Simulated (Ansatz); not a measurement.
Born–Oppenheimer molecular dynamics of a periodic cell of 23 atoms, Ge16H6N (surface Ge(111), underside capped with H, adsorbate NH2, incident energy 20 eV, 20° from the normal). It starts from an unrelaxed structure (largest force component 2.16 eV/Å).

Method: DFT PBEsol, scalar-relativistic, plane waves, PAW (Ansatz). Settings: accuracy low, PAW set soft_1, cutoff 420 eV, k mesh 1x1x1, fermi-dirac smearing 0.05 eV, spin collinear.

```yaml
ensemble: NVE (velocity Verlet)
time_step: 0.5 fs
steps_asked: 410
starting_velocities: zero, but for any typed in the input
atoms_held: 1 to 8
seed: 573072
```

Frames 5 fs apart, positions in Å, forces in eV/Å.

Velocities at 45 fs (Å/ps):

```
H 0.00 0.00 0.00
H 0.00 0.00 0.00
H 0.00 0.00 0.00
H 0.00 0.00 0.00
Ge 0.00 0.00 0.00
Ge 0.00 0.00 0.00
Ge 0.00 0.00 0.00
Ge 0.00 0.00 0.00
Ge -1.12 0.52 -1.08
Ge 0.78 1.04 0.56
Ge -0.33 0.64 0.41
Ge -0.60 -0.42 0.15
Ge -0.53 2.00 -7.29
Ge 3.12 1.77 -4.21
Ge -0.56 -0.65 -4.55
Ge 1.53 -1.53 -4.85
Ge 0.26 -4.02 3.63
Ge 1.31 -2.04 7.81
Ge 1.39 2.03 5.67
Ge -0.94 0.05 6.66
N 33.61 27.31 -102.46
H 110.27 -49.75 -169.27
H -2.79 -68.33 -188.94
```

```xyz
23
Lattice="8.0044 0.0000 0.0000 4.0022 6.9321 0.0000 0.0000 0.0000 19.6348" Properties=species:S:1:pos:R:3:forces:R:3 time_fs=45 energy_less_start_eV=5.388 T=7514
H 2.001 1.155 1.000 0.12 0.33 0.21
H 6.003 1.155 1.000 -0.10 -0.05 -0.41
H 4.002 4.621 1.000 -0.02 -0.04 -0.19
H 8.004 4.621 1.000 0.01 -0.04 -0.41
Ge 2.001 1.155 2.550 -4.67 -10.62 -27.63
Ge 6.003 1.155 2.550 0.25 -0.11 0.21
Ge 4.002 4.621 2.550 -0.11 0.11 0.50
Ge 8.004 4.621 2.550 0.27 0.44 0.04
Ge -0.006 2.310 3.408 -1.32 0.53 -1.66
Ge 3.993 2.321 3.432 2.12 0.92 -0.71
Ge 2.006 5.796 3.406 -0.39 -0.24 -0.59
Ge 5.986 5.781 3.425 -0.26 -1.18 -2.40
Ge -0.026 2.368 5.583 -0.53 0.20 2.28
Ge 4.045 2.312 5.664 0.12 -0.13 1.80
Ge 1.979 5.757 5.706 -0.03 0.30 -0.56
Ge 6.036 5.734 5.650 0.04 0.78 1.22
Ge -0.004 -0.094 6.709 0.45 0.29 1.24
Ge 4.011 0.002 6.791 -0.43 0.10 -0.29
Ge 2.033 3.503 6.774 0.00 -0.63 1.09
Ge 5.984 3.465 6.796 0.20 -0.26 0.48
N 10.166 1.546 3.882 2.04 10.44 25.75
H 11.654 0.665 3.045 1.99 -0.97 -0.67
H 11.344 0.499 5.086 0.24 -0.19 0.70
23
Lattice="8.0044 0.0000 0.0000 4.0022 6.9321 0.0000 0.0000 0.0000 19.6348" Properties=species:S:1:pos:R:3:forces:R:3 time_fs=50 energy_less_start_eV=5.516 T=7448
H 2.001 1.155 1.000 0.05 0.33 0.10
H 6.003 1.155 1.000 0.25 0.08 -0.29
H 4.002 4.621 1.000 -0.04 -0.01 -0.26
H 8.004 4.621 1.000 0.05 -0.09 -0.29
Ge 2.001 1.155 2.550 -9.77 -16.77 -24.69
Ge 6.003 1.155 2.550 -1.34 -0.63 -0.48
Ge 4.002 4.621 2.550 0.14 -0.11 0.67
Ge 8.004 4.621 2.550 0.34 0.61 -0.15
Ge -0.014 2.313 3.400 -0.85 0.49 -2.49
Ge 4.001 2.329 3.434 5.86 2.71 -1.62
Ge 2.003 5.798 3.407 -0.24 -0.53 -0.71
Ge 5.983 5.777 3.421 0.01 -0.04 -2.89
Ge -0.029 2.379 5.551 -0.11 0.05 2.81
Ge 4.061 2.321 5.646 0.13 -0.52 2.37
Ge 1.976 5.754 5.682 -0.20 0.17 -0.28
Ge 6.044 5.728 5.628 0.07 0.37 1.59
Ge -0.002 -0.114 6.729 0.36 0.44 1.12
Ge 4.017 -0.008 6.829 -0.08 0.47 -0.02
Ge 2.040 3.512 6.804 0.11 -0.37 1.00
Ge 5.980 3.464 6.830 0.39 -0.01 -0.01
N 10.393 1.831 3.701 5.10 14.00 23.14
H 12.331 0.363 2.154 -0.25 0.14 0.55
H 11.356 0.125 4.267 0.02 -0.77 0.83
23
Lattice="8.0044 0.0000 0.0000 4.0022 6.9321 0.0000 0.0000 0.0000 19.6348" Properties=species:S:1:pos:R:3:forces:R:3 time_fs=55 energy_less_start_eV=4.726 T=7868
H 2.001 1.155 1.000 0.40 0.49 -0.18
H 6.003 1.155 1.000 0.34 0.37 -0.49
H 4.002 4.621 1.000 0.05 0.08 -0.33
H 8.004 4.621 1.000 0.04 0.02 -0.42
Ge 2.001 1.155 2.550 -2.08 -1.97 1.08
Ge 6.003 1.155 2.550 -0.97 -1.47 -0.54
Ge 4.002 4.621 2.550 0.52 0.00 0.18
Ge 8.004 4.621 2.550 0.39 0.14 -0.03
Ge -0.024 2.319 3.383 0.45 0.86 -2.61
Ge 4.034 2.344 3.427 19.64 1.69 -8.75
Ge 2.000 5.799 3.405 -0.42 -0.35 -1.08
Ge 5.979 5.772 3.408 -0.13 0.46 -2.33
Ge -0.033 2.389 5.528 0.02 0.06 2.91
Ge 4.077 2.327 5.636 -0.24 -0.87 2.85
Ge 1.973 5.752 5.658 0.09 0.04 0.34
Ge 6.051 5.723 5.611 0.16 0.06 2.12
Ge 0.002 -0.132 6.753 0.01 0.33 1.08
Ge 4.023 -0.016 6.867 -0.23 0.32 0.37
Ge 2.048 3.519 6.837 -0.05 -0.22 0.82
Ge 5.977 3.464 6.864 0.06 0.30 -0.50
N 10.652 2.328 3.937 -18.39 -1.22 4.85
H 12.978 0.075 1.369 -0.69 0.23 0.81
H 11.392 -0.370 3.617 1.03 0.63 -0.16
23
Lattice="8.0044 0.0000 0.0000 4.0022 6.9321 0.0000 0.0000 0.0000 19.6348" Properties=species:S:1:pos:R:3:forces:R:3 time_fs=60 energy_less_start_eV=3.214 T=8643
H 2.001 1.155 1.000 -0.01 0.02 -0.29
H 6.003 1.155 1.000 -0.45 -0.28 -0.78
H 4.002 4.621 1.000 -0.04 0.12 -0.33
H 8.004 4.621 1.000 -0.15 0.22 -0.24
Ge 2.001 1.155 2.550 -0.19 -0.70 0.64
Ge 6.003 1.155 2.550 -0.18 -1.12 0.52
Ge 4.002 4.621 2.550 0.80 0.10 -0.13
Ge 8.004 4.621 2.550 1.56 -0.18 -0.65
Ge -0.033 2.327 3.358 0.38 0.49 -2.35
Ge 4.119 2.365 3.397 2.78 -0.05 -3.72
Ge 1.996 5.799 3.400 -0.20 -0.45 -1.44
Ge 5.975 5.770 3.388 -1.48 1.14 -1.24
Ge -0.037 2.400 5.515 -0.19 0.04 3.49
Ge 4.092 2.331 5.635 -0.48 -0.47 1.77
Ge 1.969 5.750 5.635 -0.12 0.21 1.20
Ge 6.060 5.718 5.601 -0.01 0.22 1.75
Ge 0.005 -0.149 6.781 0.06 0.29 0.37
Ge 4.028 -0.023 6.906 0.02 0.11 0.00
Ge 2.055 3.526 6.873 -0.31 -0.20 0.02
Ge 5.974 3.465 6.896 0.54 -0.06 -0.35
N 10.675 2.824 4.260 -2.91 -0.60 1.88
H 13.491 -0.167 0.747 -0.02 0.19 0.10
H 11.646 -0.776 2.926 0.60 0.96 -0.24
23
Lattice="8.0044 0.0000 0.0000 4.0022 6.9321 0.0000 0.0000 0.0000 19.6348" Properties=species:S:1:pos:R:3:forces:R:3 time_fs=65 energy_less_start_eV=3.172 T=8666
H 2.001 1.155 1.000 -0.11 -0.03 -0.21
H 6.003 1.155 1.000 -0.13 -0.65 -0.93
H 4.002 4.621 1.000 -0.05 0.00 -0.20
H 8.004 4.621 1.000 0.06 -0.53 -0.40
Ge 2.001 1.155 2.550 1.13 -0.03 -0.03
Ge 6.003 1.155 2.550 0.40 -1.62 0.09
Ge 4.002 4.621 2.550 0.09 0.07 0.12
Ge 8.004 4.621 2.550 0.28 0.21 -0.91
Ge -0.041 2.336 3.325 0.42 -0.30 -1.41
Ge 4.218 2.387 3.353 -2.42 0.13 -0.65
Ge 1.991 5.798 3.390 0.33 -0.20 -1.60
Ge 5.966 5.771 3.364 -0.28 0.41 -0.93
Ge -0.042 2.411 5.513 0.05 -0.12 2.73
Ge 4.106 2.334 5.641 -0.36 -0.03 0.38
Ge 1.965 5.748 5.615 0.11 -0.03 1.82
Ge 6.068 5.713 5.597 0.29 0.00 1.13
Ge 0.009 -0.165 6.810 -0.45 0.39 0.40
Ge 4.033 -0.030 6.946 -0.10 0.05 -0.32
Ge 2.062 3.533 6.909 -0.23 -0.21 -1.61
Ge 5.973 3.465 6.927 0.40 0.05 0.03
N 10.620 3.313 4.624 0.64 -0.14 2.03
H 13.983 -0.351 0.174 0.01 0.55 0.42
H 12.059 -0.817 2.189 -0.07 2.02 0.05
23
Lattice="8.0044 0.0000 0.0000 4.0022 6.9321 0.0000 0.0000 0.0000 19.6348" Properties=species:S:1:pos:R:3:forces:R:3 time_fs=70 energy_less_start_eV=2.791 T=8863
H 2.001 1.155 1.000 -0.05 0.02 -0.17
H 6.003 1.155 1.000 0.30 -0.12 -0.36
H 4.002 4.621 1.000 -0.01 0.01 -0.16
H 8.004 4.621 1.000 0.06 -0.30 -0.21
Ge 2.001 1.155 2.550 1.55 0.24 -0.28
Ge 6.003 1.155 2.550 0.61 -1.94 -1.05
Ge 4.002 4.621 2.550 -0.26 0.41 -0.36
Ge 8.004 4.621 2.550 0.32 1.54 -1.00
Ge -0.048 2.345 3.287 0.31 -0.39 -0.70
Ge 4.310 2.408 3.307 -2.74 -0.35 0.65
Ge 1.986 5.795 3.375 -0.33 0.02 -2.00
Ge 5.956 5.773 3.336 0.53 0.35 -0.36
Ge -0.046 2.421 5.520 0.08 0.14 2.15
Ge 4.119 2.336 5.647 -0.26 0.74 -0.48
Ge 1.962 5.747 5.601 0.86 -0.01 1.31
Ge 6.077 5.709 5.596 0.09 0.13 0.23
Ge 0.011 -0.180 6.840 -0.59 0.20 0.54
Ge 4.037 -0.037 6.984 -0.28 -0.09 0.01
Ge 2.067 3.538 6.940 -0.37 -0.33 -0.98
Ge 5.974 3.466 6.958 0.27 -0.32 0.22
N 10.571 3.797 5.021 0.15 -0.31 2.17
H 14.473 -0.428 -0.316 -0.06 0.07 0.15
H 12.446 -0.398 1.501 -0.16 0.28 0.70
23
Lattice="8.0044 0.0000 0.0000 4.0022 6.9321 0.0000 0.0000 0.0000 19.6348" Properties=species:S:1:pos:R:3:forces:R:3 time_fs=75 energy_less_start_eV=4.342 T=8060
H 2.001 1.155 1.000 -0.01 -0.03 -0.22
H 6.003 1.155 1.000 -0.11 0.01 -0.74
H 4.002 4.621 1.000 -0.03 0.02 -0.20
H 8.004 4.621 1.000 0.07 -0.07 -0.20
Ge 2.001 1.155 2.550 0.95 0.78 -0.12
Ge 6.003 1.155 2.550 1.50 -2.13 -1.44
Ge 4.002 4.621 2.550 -0.44 0.66 -0.30
Ge 8.004 4.621 2.550 -0.35 0.90 -0.70
Ge -0.053 2.353 3.247 1.02 -0.46 -0.20
Ge 4.392 2.429 3.262 -3.76 0.38 1.77
Ge 1.981 5.793 3.354 -0.11 0.52 -1.89
Ge 5.948 5.776 3.307 0.80 0.10 -0.02
Ge -0.051 2.432 5.534 0.04 -0.50 1.54
Ge 4.130 2.341 5.653 0.26 -0.09 -0.07
Ge 1.961 5.748 5.592 -3.13 9.49 1.17
Ge 6.086 5.705 5.597 -0.26 0.08 0.23
Ge 0.011 -0.194 6.872 0.05 0.51 0.05
Ge 4.042 -0.044 7.022 0.33 0.17 -0.24
Ge 2.072 3.542 6.968 -0.76 -2.01 2.13
Ge 5.975 3.466 6.990 0.09 -0.26 0.22
N 10.530 4.268 5.450 3.76 -8.19 -1.22
H 14.949 -0.475 -0.761 -0.01 0.01 0.05
H 12.805 0.096 0.959 0.10 0.10 0.42
23
Lattice="8.0044 0.0000 0.0000 4.0022 6.9321 0.0000 0.0000 0.0000 19.6348" Properties=species:S:1:pos:R:3:forces:R:3 time_fs=80 energy_less_start_eV=7.526 T=6424
H 2.001 1.155 1.000 0.03 0.00 -0.29
H 6.003 1.155 1.000 -1.28 -0.68 -2.94
H 4.002 4.621 1.000 -0.02 0.00 -0.28
H 8.004 4.621 1.000 0.01 -0.04 -0.30
Ge 2.001 1.155 2.550 0.86 0.77 -0.10
Ge 6.003 1.155 2.550 2.46 -2.15 0.79
Ge 4.002 4.621 2.550 -0.12 0.74 -0.38
Ge 8.004 4.621 2.550 -0.67 0.87 -0.84
Ge -0.055 2.359 3.207 1.10 -0.45 0.22
Ge 4.462 2.451 3.224 -4.44 1.05 2.27
Ge 1.976 5.792 3.326 -0.29 0.06 -1.49
Ge 5.942 5.780 3.278 0.77 0.09 0.34
Ge -0.055 2.441 5.553 -0.05 -0.68 0.69
Ge 4.143 2.344 5.658 -0.13 -0.99 0.30
Ge 1.945 5.786 5.584 -12.76 24.98 -5.42
Ge 6.095 5.701 5.598 -0.08 -0.26 0.51
Ge 0.012 -0.206 6.904 0.10 0.33 0.08
Ge 4.046 -0.050 7.059 0.28 0.66 -0.80
Ge 2.074 3.539 7.003 -1.53 -5.56 4.86
Ge 5.976 3.465 7.022 0.01 0.35 0.02
N 10.575 4.570 5.874 14.54 -19.69 2.20
H 15.422 -0.520 -1.195 -0.01 0.00 0.02
H 13.226 0.632 0.532 1.21 0.59 0.55
23
Lattice="8.0044 0.0000 0.0000 4.0022 6.9321 0.0000 0.0000 0.0000 19.6348" Properties=species:S:1:pos:R:3:forces:R:3 time_fs=85 energy_less_start_eV=3.812 T=8335
H 2.001 1.155 1.000 0.04 -0.01 -0.27
H 6.003 1.155 1.000 -0.08 0.12 -3.59
H 4.002 4.621 1.000 -0.02 -0.02 -0.28
H 8.004 4.621 1.000 0.09 0.02 -0.30
Ge 2.001 1.155 2.550 0.75 0.70 -0.31
Ge 6.003 1.155 2.550 3.11 -2.04 2.00
Ge 4.002 4.621 2.550 -0.04 0.97 -0.65
Ge 8.004 4.621 2.550 -0.72 0.87 -0.96
Ge -0.054 2.363 3.167 0.63 -0.84 0.67
Ge 4.518 2.477 3.193 -4.46 1.30 2.65
Ge 1.969 5.792 3.293 -0.12 -0.74 -0.77
Ge 5.939 5.784 3.250 0.66 0.05 0.68
Ge -0.059 2.447 5.575 -0.12 -0.45 0.10
Ge 4.155 2.345 5.664 0.09 -0.91 0.05
Ge 1.895 5.892 5.564 -2.02 3.01 0.04
Ge 6.103 5.697 5.601 0.16 0.00 0.74
Ge 0.013 -0.218 6.936 -0.30 -0.67 0.06
Ge 4.053 -0.054 7.094 0.21 0.39 -1.14
Ge 2.069 3.517 7.054 -5.36 -8.75 5.89
Ge 5.978 3.465 7.055 -0.17 0.36 -0.18
N 10.831 4.618 6.303 7.63 6.89 -4.42
H 15.893 -0.565 -1.623 0.00 0.00 0.01
H 13.827 1.247 0.175 0.06 -0.27 -0.02
```

Of the whole run (146 fs, mean temperature of the second half 7202 K): The conserved energy stayed within 2.1 meV per atom of its start (net change -1.4 meV per atom), so there is no drift, though single steps change it by up to 23 meV in the whole system, a sign of fast motions only just resolved. The run was cut off by its time limit. A run of 0.15 ps of so small a system gives no equilibrium averages. Limits of this set-up: coarse k mesh, thin slab, slab without dipole correction, PAW files made for another functional, a typed lattice constant that wasn't relaxed here, low accuracy level.

Run time: 78 min on 4 threads of Arm Neoverse V2, on a shared host, peak memory 1.6 GiB.
